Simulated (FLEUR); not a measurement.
# 1 ML Ni on Cu(001), 3 substrate layers: anisotropy by force theorems, part 2 of 2

Wanted: anisotropy for 1 ML Ni on Cu(001), 3 substrate layers, with the cost of each step.

FLEUR MaX-R8.1; PBE; all-electron FLAPW film, Dirac cores, scalar-relativistic bands.

So far. Step 2 (Reference state): After 55 cycles the largest moment stands at 0.558 μB.

## Step 5: Spin–orbit coupling, moments along z

Level of this step: PBE; all-electron FLAPW film, Dirac cores, scalar-relativistic bands with spin-orbit coupling (FLEUR).

Spin–orbit coupling ties the spins to the lattice and lets orbital moments form.

A new self-consistent run of the start ferro +, with the moments along z. The k list default-1 (kpts.xml, not shown) is a Γ-centred 25×25×1 mesh.

inp.xml reads:

```
<?xml version="1.0" encoding="UTF-8" standalone="no"?>
<fleurInput fleurInputVersion="0.39">
   <comment>
      Cu3Ni
   </comment>
   <calculationSetup>
      <cutoffs Kmax="3.63" Gmax="10.9" GmaxXC="10.9" numbands="131"/>
      <scfLoop itmax="150" minDistance="0.00002" maxIterBroyd="15" imix="Anderson" alpha="0.03" precondParam="0.0" spinf="2.0" sdNocoIR="T"/>
      <coreElectrons ctail="T" frcor="F" kcrel="0" coretail_lmax="0"/>
      <xcFunctional name="pbe" relativisticCorrections="F"/>
      <magnetism jspins="2"/>
      <soc l_soc="T" theta="0.0" phi="0.0" spav="F"/>
      <expertModes spex="0" secvar="F"/>
      <geometryOptimization l_f="F" forcealpha="1.0" forcemix="BFGS" epsdisp="0.00001" epsforce="0.00001"/>
      <ldaU l_linMix="F" mixParam="0.05" spinf="1.0"/>
   </calculationSetup>
   <cell>
      <bzIntegration valenceElectrons="51.0" mode="hist" fermiSmearingEnergy="0.00183747">
         <kPointListSelection listName="default-1"/>
         <xi:include xmlns:xi="http://www.w3.org/2001/XInclude" href="kpts.xml"> </xi:include>
      </bzIntegration>
      <xi:include xmlns:xi="http://www.w3.org/2001/XInclude" href="sym.xml"> </xi:include>
      <filmLattice scale="1.0" dVac="15.48" dTilda="17.98">
         <bravaisMatrixFilm>
            <row-1>    4.8305179197025199     0.0000000000000000</row-1>
            <row-2>    0.0000000000000000     4.8305179197025199</row-2>
         </bravaisMatrixFilm>
         <vacuumEnergyParameters vacuum="1" spinUp="-.25" spinDown="-.25"/>
         <vacuumEnergyParameters vacuum="2" spinUp="-.25" spinDown="-.25"/>
      </filmLattice>
   </cell>
   <atomSpecies>
      <species name="Copper (Cu)" element="Cu" atomicNumber="29">
         <mtSphere radius="2.26" gridPoints="747" logIncrement="0.016"/>
         <atomicCutoffs lmax="8" lnonsphr="6"/>
         <electronConfig flipSpins="F">
            <coreConfig>(1s1/2) (2s1/2) (2p1/2) (2p3/2) (3s1/2) (3p1/2) (3p3/2)</coreConfig>
            <valenceConfig>(4s1/2) (3d3/2) (3d5/2)</valenceConfig>
            <stateOccupation state="(4s1/2)" spinUp="0.500000" spinDown="0.500000"/>
         </electronConfig>
         <energyParameters s="4" p="4" d="3" f="4"/>
      </species>
      <species name="Nickel (Ni1.001" element="Ni" atomicNumber="28">
         <mtSphere radius="2.26" gridPoints="747" logIncrement="0.016"/>
         <atomicCutoffs lmax="8" lnonsphr="6"/>
         <electronConfig flipSpins="F">
            <coreConfig>(1s1/2) (2s1/2) (2p1/2) (2p3/2)</coreConfig>
            <valenceConfig>(3s1/2) (3p1/2) (3p3/2) (4s1/2) (3d3/2) (3d5/2)</valenceConfig>
            <stateOccupation state="(3d3/2)" spinUp="1.6" spinDown="1.6"/>
            <stateOccupation state="(3d5/2)" spinUp="2.9005" spinDown="1.8995"/>
         </electronConfig>
         <energyParameters s="4" p="4" d="3" f="4"/>
         <lo type="SCLO" l="0" n="3" eDeriv="0"/>
         <lo type="SCLO" l="1" n="3" eDeriv="0"/>
      </species>
   </atomSpecies>
   <atomGroups>
      <atomGroup species="Copper (Cu)">
         <filmPos label="                   1">.0000000000 .0000000000 -5.0790079876</filmPos>
         <force calculate="T" relaxXYZ="TTT"/>
      </atomGroup>
      <atomGroup species="Copper (Cu)">
         <filmPos label="                   2">1.000/2.000 1.000/2.000 -1.6633085697</filmPos>
         <force calculate="T" relaxXYZ="TTT"/>
      </atomGroup>
      <atomGroup species="Copper (Cu)">
         <filmPos label="                   3">.0000000000 .0000000000 1.7523542341</filmPos>
         <force calculate="T" relaxXYZ="TTT"/>
      </atomGroup>
      <atomGroup species="Nickel (Ni1.001">
         <filmPos label="                   4">1.000/2.000 1.000/2.000 5.0790079876</filmPos>
         <force calculate="T" relaxXYZ="TTT"/>
      </atomGroup>
   </atomGroups>
   <output dos="F" band="F" slice="F">
      <bandDOS minEnergy="-.5*Htr" maxEnergy="0.5*Htr" sigma="0.015" storeEVData="T"/>
      <plotting iplot="0" polar="F">
         <plot TwoD="T" vec1="  1.0  0.0  0.0" vec2="  0.0  1.0  0.0" vec3="  0.0  0.0  1.0" zero="  0.0  0.0 -0.5" file="plot"/>
      </plotting>
      <moessbauerParams electricFieldGradient="F" isomerShift="F" coreHyperfine="F" valenceHyperfine="F"/>
   </output>
</fleurInput>
```

crystal.txt reads:

```
Cu3Ni
&input film=T cartesian=F /
2.55620000000  0.00000000000  0.00000000000
0.00000000000  2.55620000000  0.00000000000
0.00000000000  0.00000000000  1.00000000000
1.8897261246
1.0 1.0 1.0

4
29 0.00000000000  0.00000000000  -5.07900798762
29 0.50000000000  0.50000000000  -1.66330856969
29 0.00000000000  0.00000000000  1.75235423407
28 0.50000000000  0.50000000000  5.07900798762 : 1.001

&soc 0.0000000 0.0000000 /
&kpt div1=25 div2=25 div3=1 gamma=T /
```

On the command line:

```
OMP_NUM_THREADS=1 inpgen -f crystal.txt > inpgen.log  # inp.xml is then edited as shown
OMP_NUM_THREADS=1 mpirun -n 4 fleur_MPI > fleur.log
```

Output:

```text
[banner, memory and clock lines left out]
Welcome to FLEUR        (www.flapw.de)
      MaX-Release 8.1          (www.max-centre.eu)

 ========== k-point set info ==========
 Selected k-point list: default-1
 k-point list type: mesh
 0 x 0 x 0
 Number of k points: 160

 [... set-up left out ...]
 Iteration:     1   Distance:      64.87099057 me/bohr^3
 Iteration:     2   Distance:      40.75951271 me/bohr^3
 Iteration:     3   Distance:      32.95997842 me/bohr^3
 Iteration:     4   Distance:      21.76466012 me/bohr^3
 Iteration:     5   Distance:      11.08455427 me/bohr^3
 Iteration:     6   Distance:       9.08729983 me/bohr^3
 Iteration:     7   Distance:       7.51237349 me/bohr^3
 Iteration:     8   Distance:       9.43167064 me/bohr^3
 Iteration:     9   Distance:      10.69010538 me/bohr^3
 Iteration:    10   Distance:       5.48992176 me/bohr^3
[... 46 iterations left out ...]
 Iteration:    57   Distance:       0.00017143 me/bohr^3
 Iteration:    58   Distance:       0.00010495 me/bohr^3
 Iteration:    59   Distance:       0.00017850 me/bohr^3
 Iteration:    60   Distance:       0.00021627 me/bohr^3
 Iteration:    61   Distance:       0.00020117 me/bohr^3
 Iteration:    62   Distance:       0.00014754 me/bohr^3
 Iteration:    63   Distance:       0.00012426 me/bohr^3
 Iteration:    64   Distance:       0.00008011 me/bohr^3
 Iteration:    65   Distance:       0.00002078 me/bohr^3
 Iteration:    66   Distance:       0.00001942 me/bohr^3

 ********************************************************************
 Run finished successfully
 Stop message:
   all done
 ********************************************************************

--- out.xml (last complete iteration) ---
<iteration numberForCurrentRun="   66" overallNumber="   66">
         [... left out ...]
         <bandgap value="0.0022595822" units="eV"/>
         <sumValenceSingleParticleEnergies value="-34.5984348346" units="Htr"/>
         <FermiEnergy value="-0.1799679239" units="Htr"/>
         [... left out ...]
         <magneticMomentsInMTSpheres units="muBohr">
            <globalMagMoment atomType="1" vec="0.00000   0.00000  -0.00016"/>
            <globalMagMoment atomType="2" vec="0.00000   0.00000  -0.00286"/>
            <globalMagMoment atomType="3" vec="0.00000   0.00000   0.00762"/>
            <globalMagMoment atomType="4" vec="0.00000   0.00000   0.51427"/>
         </magneticMomentsInMTSpheres>
         <orbitalMomentsInMTSpheres units="muBohr">
            <globalMagMoment atomType="1" vec="0.00000   0.00000   0.00001"/>
            <globalMagMoment atomType="2" vec="0.00000   0.00000  -0.00012"/>
            <globalMagMoment atomType="3" vec="0.00000   0.00000   0.00132"/>
            <globalMagMoment atomType="4" vec="0.00000   0.00000   0.06501"/>
         </orbitalMomentsInMTSpheres>
         [... left out ...]
         <totalEnergy value="    -6485.8799563784" units="Htr">
            <sumOfEigenvalues value="    -3765.4220372284">
               <coreElectrons value="-3730.8236023938"/>
               <valenceElectrons value="-34.5984348346"/>
            </sumOfEigenvalues>
         [... left out ...]
            <freeEnergy value="-6485.8811807323"/>
            <extrapolationTo0K value="-6485.8805685553"/>
         </totalEnergy>
         <densityConvergence units="me/bohr^3">
            <chargeDensity spin="1" distance="0.0000092107"/>
            <chargeDensity spin="2" distance="0.0000169037"/>
            <overallChargeDensity distance="0.0000190800"/>
            <spinDensity distance="0.0000194190"/>
         </densityConvergence>
      </iteration>
```

Wall time 24 min (4 MPI ranks of Arm Neoverse V1, shared host); peak memory 0.85 GiB.

Spin moment in the muffin-tin sphere by atom:

```csv
atom,spin moment in the muffin-tin sphere (μB)
Cu1,0.000
Cu2,-0.003
Cu3,0.008
Ni4,0.514
```

Numbers from this step:

- free energy: -176489.8180 eV
- program's band gap on this mesh (in a metal only a level spacing): 0.002260 eV
- magnetization: 0.4906 μB
- final state: ferromagnetic
- orbital moment along the spin: 0.06501 μB

Orbital moment in the sphere, along the spin axis by atom:

```csv
atom,"orbital moment in the sphere, along the spin axis (μB)"
Cu1,0.0000
Cu2,-0.0001
Cu3,0.0013
Ni4,0.0650
```

## Step 6: Summary of results

| Property | Result |
| --- | --- |
| reference state | ferromagnetic |
| largest sphere moment | 0.558 μB |
| easy direction of those tried | the plane normal to z |
| energy along x less z, force theorem | -1.09 meV a primitive cell |
| orbital moment on the atom of largest spin, along its spin (spin–orbit run) | 0.0650 μB |

By the force theorem the moments prefer the plane normal to z, with no direction in it resolved; shape anisotropy is not in it, and in a film it favours the plane. The difference for the second direction goes from -1.1 meV (mesh 16×16×1, 115 states, 5.2 min of CPU time) to -1.1 meV (mesh 25×25×1, 115 states, 13 min). The orbital moment is parallel to the spin, as Hund's third rule has it for a shell over half filled. The state was typed, and no other order was converged beside it, so it need not be the ground state. A substrate of 3 unrelaxed layers is a model; thickness and relaxation can move these numbers.

[Logs and program files are shortened in this print: banners, set-up blocks, solver, clock and traceback lines can be left out without a mark of their own.]

[Logs are printed without paths, hosts, clocks, repeated set-up lines and the standing remarks that a program may print on its own settings, such as how far it seeks lower states.]

[Hosts, paths, dates, database ids (printed as entryN), source tags and the programs' standing remarks are cut or masked in the printed files.]

[Where a cell is said to come from a database of computed structures, the database is the Materials Project.]
